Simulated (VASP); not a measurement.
# BaS (Fm-3m) in VASP: notebook, part 2 of 2

VASP 6.6.1. Earlier steps stand in the parts before.

## Step 5: Single point, PBE

File INCAR:

```
PREC = Accurate
ENCUT = 520
EDIFF = 1E-6
ISMEAR = 0
SIGMA = 0.05
LREAL = F
LASPH = T
NELM = 80
ALGO = Normal
ISIF = 2
LWAVE = F
LCHARG = F
GGA = PE
NBANDS = 15
```

File KPOINTS:

```
Automatic mesh
0
Gamma
  7 7 7
```

File POSCAR:

```
BaS
1.0
    0.0000000000      3.1937500000      3.1937500000
    3.1937500000      0.0000000000      3.1937500000
    3.1937500000      3.1937500000      0.0000000000
Ba S
1 1
Direct
    0.0000000000      0.0000000000      0.0000000000
    0.5000000000      0.5000000000      0.5000000000
```

Potentials or basis: VASP PAW PBE potentials, release 64 (Ba_sv, S).

Run with:

```sh
$ cat potpaw_PBE.64/Ba_sv/POTCAR potpaw_PBE.64/S/POTCAR > POTCAR
$ mpirun -np 1 vasp_std > vasp.out
```

OUTCAR:

```text
PREC = Accurate
   ENCUT = 520
   EDIFF = 1E-6
   ISMEAR = 0
   LREAL = F
   LASPH = T
   NELM = 80
   ISIF = 2
   GGA = PE

 ion  position               nearest neighbor table
   1  0.000  0.000  0.000-   2 3.19   2 3.19   2 3.19   2 3.19   2 3.19   2 3.19
   2  0.500  0.500  0.500-   1 3.19   1 3.19   1 3.19   1 3.19   1 3.19   1 3.19

  LATTYP: Found a face centered cubic cell.
 ALAT       =     6.3875000000

  Lattice vectors:

 A1 = (   0.0000000000,   3.1937500000,   3.1937500000)
 A2 = (   3.1937500000,   0.0000000000,   3.1937500000)
 A3 = (   3.1937500000,   3.1937500000,   0.0000000000)

Analysis of symmetry for initial positions (statically):
=====================================================================
 Subroutine PRICEL returns:
 Original cell was already a primitive cell.

 Routine SETGRP: Setting up the symmetry group for a
 face centered cubic supercell.

 Subroutine GETGRP returns: Found 48 space group operations
 (whereof 48 operations were pure point group operations)
 out of a pool of 48 trial point group operations.

The static configuration has the point symmetry O_h .

Analysis of symmetry for dynamics (positions and initial velocities):
=====================================================================
 Subroutine PRICEL returns:
 Original cell was already a primitive cell.

 Routine SETGRP: Setting up the symmetry group for a
 face centered cubic supercell.

 Subroutine GETGRP returns: Found 48 space group operations
 (whereof 48 operations were pure point group operations)
 out of a pool of 48 trial point group operations.

The dynamic configuration has the point symmetry O_h .

 Subroutine INISYM returns: Found 48 space group operations
 (whereof 48 operations are pure point group operations),
 and found     1 'primitive' translations

[... 115 lines left out ...]
   LHFCALC =     F    Hartree Fock is set to
   AEXX    =    0.0000 exact exchange contribution
   IVDW    =     0    specifies the selected vdW correction
   LEPSILON=     F    determine dielectric tensor
   LRPA    =     F    only Hartree local field effects (RPA)
 non-spin polarized calculation
 Gauss-broadening in eV      SIGMA  =   0.05
  energy-cutoff  :      520.00
  volume of cell :       65.15
 maximum number of plane-waves:      1807
 NGX is ok and might be reduce to    36
   NGX = 17   NGY = 17   NGZ = 17

 number of electron      16.0000001 magnetization

 Free energy of the ion-electron system (eV)
  ---------------------------------------------------
  ext. energy  EPLUGINS =         0.00000000
  ---------------------------------------------------
  free energy    TOTEN  =       -10.18472074 eV

  energy without entropy =      -10.18472074  energy(sigma->0) =      -10.18472074

 E-fermi :   1.6958     XC(G=0):  -8.6258

 val. band max:        1.4538157211   @ k =   0.0000   0.0000   0.0000
 cond. band min:       3.6204925867   @ k =   0.4286   0.4286   0.0000
 fundamental gap:      2.1666768656
 Fermi energy:         1.6957763657

 k-point     1 :       0.0000    0.0000    0.0000
  band No.  band energies     occupation
      1     -24.6207      2.00000
      2      -9.6763      2.00000
      3      -9.6763      2.00000
      4      -9.6763      2.00000
      5      -8.9066      2.00000
      6       1.4538      2.00000
      7       1.4538      2.00000
      8       1.4538      2.00000
      9       5.0535      0.00000
     10       5.3225      0.00000
     11       5.3225      0.00000
     12       5.3225      0.00000
     13       6.2482      0.00000
     14       6.2482      0.00000
[... 329 lines left out ...]
      2     -10.3132      2.00000
      3     -10.0371      2.00000
      4      -9.8909      2.00000
      5      -8.2358      2.00000
      6       0.3128      2.00000
      7       0.8650      2.00000
      8       0.9348      2.00000
      9       5.3864      0.00000
     10       6.2993      0.00000
     11       7.8671      0.00000
     12       8.5366      0.00000
     13       8.6793      0.00000
     14      10.6185      0.00000
     15      11.6462      0.00000

------------------------ aborting loop because EDIFF is reached ----------------------------------------

  FORCE on cell =-STRESS in cart. coord.  units (eV):
  Direction    XX          YY          ZZ          XY          YZ          ZX
  --------------------------------------------------------------------------------------
  -------------------------------------------------------------------------------------
  Total        0.5801922      0.5801922      0.5801922     -0.0000000      0.0000000      0.0000000
  in kB       14.2675609     14.2675609     14.2675609     -0.0000000      0.0000000      0.0000000
  external PRESSURE =      14.2675609 kB  Pullay stress =       0.0000000 kB

 VOLUME and BASIS-vectors are now :
 -----------------------------------------------------------------------------
  energy-cutoff  :      520.00
  volume of cell :       65.15
      direct lattice vectors                 reciprocal lattice vectors
     0.000000000  3.193750000  3.193750000    -0.156555773  0.156555773  0.156555773
     3.193750000  0.000000000  3.193750000     0.156555773 -0.156555773  0.156555773
     3.193750000  3.193750000  0.000000000     0.156555773  0.156555773 -0.156555773

 POSITION                                       TOTAL-FORCE (eV/Angst)
 -----------------------------------------------------------------------------------
      0.00000      0.00000      0.00000        -0.000000      0.000000      0.000000
      3.19375      3.19375      3.19375         0.000000     -0.000000     -0.000000
 -----------------------------------------------------------------------------------
    total drift:                                0.000000      0.000000      0.000000

  FREE ENERGIE OF THE ION-ELECTRON SYSTEM (eV)
  ---------------------------------------------------
  free  energy   TOTEN  =       -10.1847207444 eV

  energy  without entropy=      -10.1847207444  energy(sigma->0) =      -10.18472074
```

It took 38 s on 1 thread of Intel Xeon 8259CL, shared host; peak memory 0.21 GiB.

Results:

```yaml
Free_energy: -10.1847 eV
Pressure: 1.4 GPa
Band_gap_on_the_k_mesh: 2.17 eV, indirect (least direct gap 2.31 eV)
```

Caveat: spin-orbit coupling is left out, which moves the levels of the heavy elements.

## Step 6: The runs side by side

| level | potentials or basis | cell | smearing | gap on the mesh (eV) | pressure (GPa) |
| --- | --- | --- | --- | --- | --- |
| LDA | VASP PAW LDA potentials, release 64 (Ba_sv, S) | a = 4.517 Å, angles 60.0°, 2 atoms | fermi-dirac 0.05 eV | 1.96 | -1.8 |
| PBE | VASP PAW PBE potentials, release 64 (Ba_sv, S) | a = 4.486 Å, angles 60.0°, 2 atoms | fermi-dirac 0.05 eV | 2.13 | 2.4 |
| RPBE | VASP PAW PBE potentials, release 64 (Ba_sv, S) | a = 4.517 Å, angles 60.0°, 2 atoms | gaussian 0.05 eV | 2.31 | 3.0 |
| PBE | VASP PAW PBE potentials, release 64 (Ba_sv, S) | a = 4.517 Å, angles 60.0°, 2 atoms | gaussian 0.05 eV | 2.17 | 1.4 |

Alike in all rows: task single point; no spin polarisation; k mesh 7 × 7 × 7; cutoff (eV) 520.

Caveats: spin-orbit coupling is left out, which moves the levels of the heavy elements; the PAW data sets were made with another functional, which shifts forces and pressure a little (some runs).

Absolute energies hang on the potentials; compare differences alone.

## Step 7: How close it comes

Step 2. A measured gap of BaS is 3.806 eV (indirect; 2 K; a printed reference work, monograph, original work of 1988); the calculated 1.96 eV misses it by -1.84 eV. Spin-orbit coupling on Ba is left out. The value is that of LDA on a finite k mesh, which can miss the band edges, without temperature or zero-point motion. Semilocal functionals fall short of measured gaps as a rule.

Step 3. Against the measured gap of BaS, 3.806 eV (indirect; 2 K; a printed reference work, monograph, original work of 1988), the calculated 2.13 eV is off by -1.67 eV. Spin-orbit coupling on Ba is left out. The value is that of PBE on a finite k mesh, which can miss the band edges, without temperature or zero-point motion. Semilocal functionals fall short of measured gaps as a rule.

Step 5. Against the measured gap of BaS, 3.806 eV (indirect; 2 K; a printed reference work, monograph, original work of 1988), the calculated 2.17 eV is off by -1.64 eV. Spin-orbit coupling on Ba is left out. The value is that of PBE on a finite k mesh, which can miss the band edges, without temperature or zero-point motion. Semilocal functionals fall short of measured gaps as a rule.
